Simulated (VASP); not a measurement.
# RbBr in VASP: one cell, several levels of theory, part 2 of 2

VASP 6.6.1, plane waves, PAW.

## Step 3: Single point with r2SCAN

The input, INCAR:

```
ENCUT = 520.000000
SIGMA = 0.010000
EDIFF = 1.00e-07
ALGO = Normal
METAGGA = R2SCAN
PREC = Accurate
IBRION = -1
ISIF = 2
ISMEAR = 0
NBANDS = 15
NELM = 120
NSW = 0
LASPH = .TRUE.
LCHARG = .FALSE.
LWAVE = .FALSE.
LREAL = .FALSE.
```

The input, KPOINTS:

```
KPOINTS created by Atomic Simulation Environment
0
Gamma
6 6 6
0 0 0
```

The input, KPOINTS_OPT:

```
special points
6
Reciprocal
0.0000000000 0.0000000000 0.0000000000 1
0.5000000000 0.0000000000 0.5000000000 1
0.6250000000 0.2500000000 0.6250000000 1
0.3750000000 0.3750000000 0.7500000000 1
0.5000000000 0.5000000000 0.5000000000 1
0.5000000000 0.2500000000 0.7500000000 1
```

The input, POSCAR:

```
Rb Br
 1.0000000000000000
     0.0832328675000000    3.4608260906999999    3.4608260906999999
     3.4608260906999999    0.0832328675000000    3.4608260906999999
     3.5440589581999999    3.5440589581999999    0.0000000000000000
 Rb  Br
   1   1
Cartesian
  0.0000000000000000  0.0000000000000000  0.0000000000000000
  3.5440589581999999  3.5440589581999999  3.4608260907000008
```

Started as:

```console
$ mpirun -np 1 vasp_std
```

Printed to the terminal (iteration lines stand in OSZICAR):

```text
POSCAR found type information on POSCAR RbBr
 POSCAR found :  2 types and       2 ions
 -----------------------------------------------------------------------------
|                                                                             |
|                                                                             |
|     You enforced a specific xc type in the INCAR file but a different       |
|     I HOPE YOU KNOW WHAT YOU ARE DOING!                                     |
|                                                                             |
 -----------------------------------------------------------------------------

 LDA part: xc-table for (None), standard interpolation
 POSCAR, INCAR and KPOINTS ok, starting setup
 FFT: planning ... GRIDC
 FFT: planning ... GRID_SOFT
 FFT: planning ... GRID
 WAVECAR not read
 entering main loop
 Start KPOINTS_OPT (optional k-point list driver)
k-point batch [1-6\6]
```

OSZICAR:

```text
N       E                     dE             d eps       ncg     rms          rms(c)
DAV:   1     0.563737311953E+02    0.56374E+02   -0.66645E+03  1380   0.926E+02
DAV:   2    -0.293186791334E+02   -0.85692E+02   -0.78493E+02  1944   0.168E+02
DAV:   3    -0.355144911587E+02   -0.61958E+01   -0.61587E+01  1845   0.466E+01
DAV:   4    -0.357193712929E+02   -0.20488E+00   -0.20482E+00  2058   0.756E+00
DAV:   5    -0.357211205406E+02   -0.17492E-02   -0.17492E-02  1917   0.665E-01    0.222E+00
DAV:   6    -0.311762617376E+02    0.45449E+01   -0.10225E+00  2245   0.618E+00    0.178E+00
DAV:   7    -0.311381595552E+02    0.38102E-01   -0.25311E-01  1772   0.263E+00    0.756E-01
DAV:   8    -0.311450887717E+02   -0.69292E-02   -0.12993E-02  1604   0.775E-01    0.451E-01
DAV:   9    -0.311530548515E+02   -0.79661E-02   -0.80630E-03  1443   0.731E-01    0.123E-01
DAV:  10    -0.311530938332E+02   -0.38982E-04   -0.28635E-04  1961   0.100E-01    0.548E-02
DAV:  11    -0.311532744372E+02   -0.18060E-03   -0.15474E-04  1422   0.107E-01    0.779E-03
DAV:  12    -0.311532740362E+02    0.40094E-06   -0.28042E-06  1965   0.141E-02    0.305E-03
DAV:  13    -0.311532749957E+02   -0.95948E-06   -0.12305E-06  1541   0.773E-03    0.632E-04
DAV:  14    -0.311532749792E+02    0.16470E-07   -0.39288E-08  1537   0.152E-03
   1 F= -.31153275E+02 E0= -.31153275E+02  d E =-.213020E-57
       N       E                     dE             ncg
DAV:   1     0.106010810751E+04   -0.28706E+04      180
DAV:   2     0.537923653406E+03   -0.52218E+03      258
DAV:   3     0.501811687653E+03   -0.36112E+02      229
DAV:   4     0.500661321934E+03   -0.11504E+01      277
DAV:   5     0.500653937007E+03   -0.73849E-02      250
DAV:   6     0.500653754981E+03   -0.18203E-03      270
DAV:   7     0.500653754398E+03   -0.58341E-06      250
DAV:   8     0.500653754392E+03   -0.62844E-08      174
```

Parts of OUTCAR:

```text
k-points           NKPTS =     46   k-points in BZ     NKDIM =     46   number of bands    NBANDS=     15

   NELECT =      16.0000    total number of electrons

   dimension x,y,z NGX =    36 NGY =   36 NGZ =   40
   dimension x,y,z NGXF=    72 NGYF=   72 NGZF=   80

  energy-cutoff  :      520.00
  volume of cell :       82.85
      direct lattice vectors                 reciprocal lattice vectors
     0.083232868  3.460826091  3.460826091    -0.148034404  0.148034404  0.144474177
     3.460826091  0.083232868  3.460826091     0.148034404 -0.148034404  0.144474177
     3.544058958  3.544058958  0.000000000     0.141081174  0.141081174 -0.144474177

 k-points in reciprocal lattice and weights: KPOINTS created by Atomic Simulation Env
   0.00000000  0.00000000  0.00000000       0.005
   0.16666667 -0.00000000  0.00000000       0.019
   0.33333333 -0.00000000  0.00000000       0.019
   0.50000000  0.00000000  0.00000000       0.009
   0.16666667  0.16666667  0.00000000       0.009
   0.33333333  0.16666667  0.00000000       0.019
   0.50000000  0.16666667  0.00000000       0.019
  -0.33333333  0.16666667  0.00000000       0.019
[... 38 more k-points ...]

 E-fermi :  -2.1091

 k-point     1 :       0.0000    0.0000    0.0000
  band No.  band energies     occupation
      1     -27.4865      2.00000
      2     -14.8459      2.00000
      3     -11.0139      2.00000
      4     -11.0131      2.00000
      5     -11.0115      2.00000
      6      -2.2963      2.00000
      7      -2.2632      2.00000
      8      -2.2197      2.00000
      9       2.6261      0.00000
     10       5.4206      0.00000
     11       5.6141      0.00000
     12       5.8105      0.00000
     13       6.6624      0.00000
     14       6.6741      0.00000
     15       9.0087      0.00000

 k-point     2 :       0.1667   -0.0000    0.0000
  band No.  band energies     occupation
      1     -27.4842      2.00000
      2     -14.8529      2.00000
      3     -11.0174      2.00000
      4     -11.0124      2.00000
      5     -11.0050      2.00000
      6      -2.5190      2.00000
      7      -2.3880      2.00000
      8      -2.3379      2.00000
      9       3.2536      0.00000
     10       5.4891      0.00000
     11       5.7632      0.00000
     12       6.0279      0.00000
     13       7.0605      0.00000
     14       7.0719      0.00000
     15      10.1626      0.00000

 k-point     3 :       0.3333   -0.0000    0.0000
  band No.  band energies     occupation
      1     -27.4796      2.00000
      2     -14.8668      2.00000
      3     -11.0251      2.00000
      4     -11.0141      2.00000
      5     -10.9885      2.00000
      6      -2.9810      2.00000
      7      -2.5610      2.00000
      8      -2.5073      2.00000
      9       4.4585      0.00000
     10       5.5629      0.00000
     11       6.7191      0.00000
     12       6.9979      0.00000
     13       8.0048      0.00000
     14       8.0899      0.00000
     15      10.0571      0.00000

 k-point     4 :       0.5000    0.0000    0.0000
  band No.  band energies     occupation
      1     -27.4774      2.00000
      2     -14.8736      2.00000
      3     -11.0288      2.00000
      4     -11.0149      2.00000
      5     -10.9804      2.00000
      6      -3.1788      2.00000
      7      -2.6429      2.00000
      8      -2.5869      2.00000
      9       4.9578      0.00000
     10       5.9711      0.00000
     11       7.7856      0.00000
     12       8.0842      0.00000
     13       8.3170      0.00000
     14       8.5731      0.00000
     15       9.4660      0.00000

 k-point     5 :       0.1667    0.1667    0.0000
  band No.  band energies     occupation
      1     -27.4838      2.00000
      2     -14.8518      2.00000
      3     -11.0284      2.00000
      4     -11.0283      2.00000
      5     -10.9909      2.00000
      6      -2.6446      2.00000
      7      -2.3530      2.00000
      8      -2.2692      2.00000
      9       3.3514      0.00000
     10       4.9526      0.00000
     11       6.1189      0.00000
     12       6.4964      0.00000
     13       6.8924      0.00000
     14       7.4248      0.00000
     15      10.3069      0.00000

 k-point     6 :       0.3333    0.1667    0.0000
  band No.  band energies     occupation
      1     -27.4802      2.00000
      2     -14.8525      2.00000
      3     -11.0396      2.00000
      4     -11.0378      2.00000
      5     -11.0030      2.00000
      6      -2.8720      2.00000
      7      -2.4623      2.00000
      8      -2.4388      2.00000
      9       4.2674      0.00000
     10       4.8874      0.00000
     11       7.0493      0.00000
     12       7.1662      0.00000
     13       7.4492      0.00000
     14       8.0320      0.00000
     15      10.1219      0.00000

 k-point     7 :       0.5000    0.1667    0.0000
  band No.  band energies     occupation
      1     -27.4770      2.00000
      2     -14.8542      2.00000
      3     -11.0549      2.00000
      4     -11.0313      2.00000
      5     -11.0145      2.00000
      6      -3.0213      2.00000
      7      -2.5992      2.00000
      8      -2.5963      2.00000
      9       4.9577      0.00000
     10       5.7150      0.00000
     11       7.6462      0.00000
     12       7.8390      0.00000
     13       8.0063      0.00000
     14       8.4021      0.00000
     15       9.4206      0.00000

 k-point     8 :      -0.3333    0.1667    0.0000
  band No.  band energies     occupation
      1     -27.4774      2.00000
      2     -14.8554      2.00000
      3     -11.0645      2.00000
      4     -11.0153      2.00000
      5     -11.0069      2.00000
      6      -3.0347      2.00000
      7      -2.6320      2.00000
      8      -2.5212      2.00000
      9       4.9744      0.00000
     10       5.5255      0.00000
     11       7.0213      0.00000
     12       7.4460      0.00000
     13       7.9959      0.00000
     14       8.9455      0.00000
     15       9.6331      0.00000

[... the tables of k-points 9 to 46 left out ...]

  Total        0.0198838      0.0198838      0.0151880     -0.0986985      0.0000000      0.0000000
  in kB        0.3844968      0.3844968      0.2936919     -1.9085470      0.0000000      0.0000000
  external PRESSURE =       0.3542285 kB  Pullay stress =       0.0000000 kB

 POSITION                                       TOTAL-FORCE (eV/Angst)
 -----------------------------------------------------------------------------------
      0.00000      0.00000      0.00000         0.000000      0.000000      0.000000
      3.54406      3.54406      3.46083        -0.000000     -0.000000     -0.000000
 -----------------------------------------------------------------------------------
    total drift:                                0.000000      0.000000      0.000000

  FREE ENERGIE OF THE ION-ELECTRON SYSTEM (eV)
  ---------------------------------------------------
  free  energy   TOTEN  =       -31.1532749792 eV

  energy  without entropy=      -31.1532749792  energy(sigma->0) =      -31.15327498
```

Hardware: 1 MPI rank of Intel Xeon Platinum 8488C, shared host.

The levels at the points of KPOINTS_OPT are read from vasprun.xml.

Band energies at the special points (eV, zero at the top of v, the last band that the electrons fill by count):

```tsv
point	v−1	v	c	c+1
Γ	-0.04	0.00	4.85	7.64
X	-0.20	-0.20	6.05	7.78
U	-0.45	-0.29	6.77	8.54
K	-0.46	-0.23	6.72	8.60
L	-0.36	-0.30	7.17	8.04
W	-0.39	-0.38	7.50	7.50
```

r2SCAN gives a direct gap of 4.85 eV at Γ. Pressure: 0.04 GPa; the forces vanish within 0.01 eV/Å.

## Step 4: Summary

The summary covers parts 1 to 2.

```
 level  gap (eV)  pressure (GPa)  Ansatz: gap (eV)  Ansatz: pressure (GPa)
   PBE      4.24            0.56              4.24                    0.54
r2SCAN      4.85            0.04              4.85                    0.02
```

The gap spans 4.24 eV (PBE) to 4.85 eV (r2SCAN). The pressure is highest with PBE (0.6 GPa) and lowest with r2SCAN (0.0 GPa), which orders the cells that they would relax to. The two programs agree on the gap within 0.01 eV, far less than the spread between functionals. Each program uses its own PAW datasets and cutoff.
